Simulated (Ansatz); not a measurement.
# TiO2 (R-3m): relaxations under a series of pressures in Python

The task is relaxations under a series of pressures, for TiO2 (R-3m).

Computed with Ansatz 0.2.0 through its Python package. Level of theory: DFT PBEsol, plane waves, PAW.

## 1. The structure

Symmetry: R-3m, No. 166, trigonal system. The conventional cell has a = 2.995 Å, b = 2.995 Å, c = 20.945 Å, α = 90.00°, β = 90.00°, γ = 120.00°. Ti (site symmetry -3m) has 6 O at 1.98 Å as nearest neighbours. O (site symmetry 3m) has 3 Ti at 1.98 Å as nearest neighbours.

tio2.cif, read by the script:

```cif
data_TiO2
_cell_length_a 7.192447
_cell_length_b 7.192447
_cell_length_c 7.192447
_cell_angle_alpha 24.03156
_cell_angle_beta 24.03156
_cell_angle_gamma 24.03156
_symmetry_space_group_name_H-M 'P 1'
_symmetry_Int_Tables_number 1
loop_
_symmetry_equiv_pos_as_xyz
'x, y, z'
loop_
_atom_site_label
_atom_site_type_symbol
_atom_site_fract_x
_atom_site_fract_y
_atom_site_fract_z
Ti1 Ti    0.000000    0.000000    0.000000
O2 O    0.620467    0.620467    0.620467
O3 O    0.379533    0.379533    0.379533
```

## 2. Script

compress.py reads:

```python
# -*- coding: utf-8 -*-
'''Volume and enthalpy of TiO2 against pressure.'''

import warnings

import ansatz
from ase.io import read
import numpy as np
import pandas as pd

def edges_and_angles(cell):
    cell = np.asarray(cell)
    a, b, c = np.linalg.norm(cell, axis=1)
    cosines = cell[1] @ cell[2] / (b * c), cell[0] @ cell[2] / (a * c), cell[0] @ cell[1] / (a * b)
    return (a, b, c, *np.degrees(np.arccos(cosines)))

warnings.simplefilter('ignore', ansatz.DeckWarning)

atoms = read('tio2.cif')
cell = ansatz.Crystal.from_ase(atoms)

calculation = (
    cell.calculation()
    .functional('pbesol')
    .kpoints(spacing=0.44)
    .occupations('fixed')
)

# H = F + PV, with 1 GPa A^3 = 1/160.21766 eV
rows = []
for pressure in [0, 2, 4, 6, 8]:
    outcome = calculation.relax(cell=True, pressure=pressure, force_tolerance=0.02, max_steps=40).run(threads=1)
    cell = outcome.lattice.cell_ang
    n_atoms = len(outcome.lattice.sites)
    volume = abs(np.linalg.det(cell)) / n_atoms
    enthalpy = outcome.report['free_energy_ev'] / n_atoms + pressure * volume / 160.21766
    rows.append((pressure, volume, enthalpy, *edges_and_angles(cell)))
    print(f'{pressure} GPa done: {volume:.4f} A^3/atom')

table = pd.DataFrame(rows, columns=['P_GPa', 'V_A3_atom', 'H_eV_atom', 'a', 'b', 'c', 'alpha', 'beta', 'gamma'])
print(table.round(4).to_string(index=False))
p, v = np.array([row[0] for row in rows], float), np.array([row[1] for row in rows])
print('mean bulk modulus between rows (GPa):', np.round(-np.diff(p) / np.diff(np.log(v)), 1))
```

## 3. The calls as engine input

The package turns the script's settings into the engine's input (first run):

```yaml
crystal:
  lattice:
    - [7.192447, 0.0, 0.0]
    - [6.569014885861793, 2.9290505760630303, 0.0]
    - [6.569014885861793, 1.3981782600704544, 2.5737977446181604]
  atoms:
    - { symbol: Ti, position: [0.0, 0.0, 0.0] }
    - { symbol: O, position: [0.620467, 0.6204669999999999, 0.620467] }
    - { symbol: O, position: [0.379533, 0.3795330000000001, 0.379533] }
kpoints:
  mp_grid:
    kspacing: 0.44
hamiltonian:
  xc: pbesol
scf:
  occupations:
    method: fixed
relax:
  f_tol: 0.02
  max_steps: 40
  cell:
    p_target: 0.0
```

## 4. Running it

Started as:

```console
$ python compress.py
```

**Question.** How far does the cell shrink over this series of pressures, and what bulk modulus does the first step imply?

As calculated:

| quantity | value |
| --- | --- |
| bulk modulus between neighbouring pressures | 5.4 to 92.2 GPa |
| runs compared | 5 |
| range of energy | 36.90 meV/atom |

The crystal stiffens as it is compressed. The volume falls from 17.67 Å³ an atom at 0 GPa to 11.10 at 8 GPa, by 37.2 %. Between 0 and 2 GPa, -V dP/dV is about 5 GPa, a mean over that step. In run 1, over 6 moves the cell shrank by 2.3 % in volume, and the space group stayed R-3m. In run 5, the volume shrank by 38.6 % over 10 moves under the 8 GPa asked, and the space group stayed R-3m. Notes:
- No spin polarisation was allowed.
- At a fixed pressure a relaxation lowers the enthalpy F + PV, while F alone can rise.
- Edges and angles that the script prints are those of the cell as typed, here a primitive one.
- The structure comes from a database of computed cells and needn't be a stable or known phase.
- Symmetry holds the cell in this phase, so another phase that may be stable under pressure is not reached.
